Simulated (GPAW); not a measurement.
Pd:

```
Pd
1.0
     0.00000    1.94650    1.94650
     1.94650    0.00000    1.94650
     1.94650    1.94650    0.00000
Pd
1
Direct
  0.00000 0.00000 0.00000
```

| Item | Value |
| --- | --- |
| Program | GPAW 26.7.0 |
| Task | single point |
| Functional | PBE |
| Potentials or basis | GPAW PAW data sets (gpaw-data 1.2.1) |
| Cutoff | 600 eV |
| Basis | pw |
| k mesh | 12 × 12 × 12 |
| Occupations | fermi-dirac, width 0.05 eV |
| Spin | no spin polarisation |

On this cell: pressure 6.9 GPa; band gap on the k mesh none (metal or under the smearing width).

The same run follows on a disturbed copy (cell strained at random at fixed volume):

```xyz
1
Lattice="-0.0111 1.9552 1.9419 1.9711 0.0063 1.9244 1.9644 1.9311 0.0130" Properties=species:S:1:pos:R:3 pbc="T T T"
Pd   -0.0396    0.0408    0.0136
```

What changes?

The energy (extrapolated to zero smearing) moves by +1.8 meV/atom; pressure 7.0 GPa; band gap on the k mesh none (metal or under the smearing width).

Stress tensor (GPa, compression positive):
```
 6.14  0.63  0.18
 0.63  7.26 -1.40
 0.18 -1.40  7.55
```
